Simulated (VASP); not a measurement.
Here is a VASP 6.6.1 calculation.

Contents of INCAR:

```
SYSTEM = CoO
PREC = Accurate
ENCUT = 520
EDIFF = 1E-6
ISMEAR = 0
SIGMA = 0.05
LREAL = .FALSE.
LASPH = .TRUE.
NELM = 100
ALGO = Normal
ISIF = 2
LWAVE = .FALSE.
LCHARG = .TRUE.
ISPIN = 2
MAGMOM = 1.83 0
LORBIT = 11
LMAXMIX = 4
LDAU = .TRUE.
LDAUTYPE = 2
LDAUL = 2 -1
LDAUU = 6 0
LDAUJ = 0 0
LDAUPRINT = 1
GGA = PE
LELF = .TRUE.
LVHAR = .TRUE.
```

KPOINTS

```
Automatic mesh
0
G
  7 7 7
  0 0 0
```

POSCAR

```
CoO
1.0
    2.5705263100      0.0000000000      0.0000000000
    0.0000000000      2.5705263100      0.0000000000
    0.0000000000      0.0000000000      2.5705263100
Co O
1 1
Direct
    0.0000000000      0.0000000000      0.0000000000
    0.5000000000      0.5000000000      0.5000000000
```

Potentials or basis: VASP PAW PBE potentials, release 64 (Co, O).

Launch:

```bash
$ cat potpaw_PBE.64/Co/POTCAR potpaw_PBE.64/O/POTCAR > POTCAR
$ mpirun -np 1 vasp_std > vasp.out
```

(1) Predict the net moment.

(2) What does it give for the site moments?

(3) Predict the pressure.

(4) Estimate the band gap on the k mesh.

Results:

(1) 3.00 μB per cell.

(2) Co +2.79; O +0.20 μB.

(3) 16.9 GPa.

(4) 1.96 eV, indirect (least direct gap 2.94 eV).

Caveat: an odd mesh through Γ misses points on the zone boundary, where band edges often lie; a cell with one magnetic atom can't hold antiferromagnetic order, which such compounds often take.
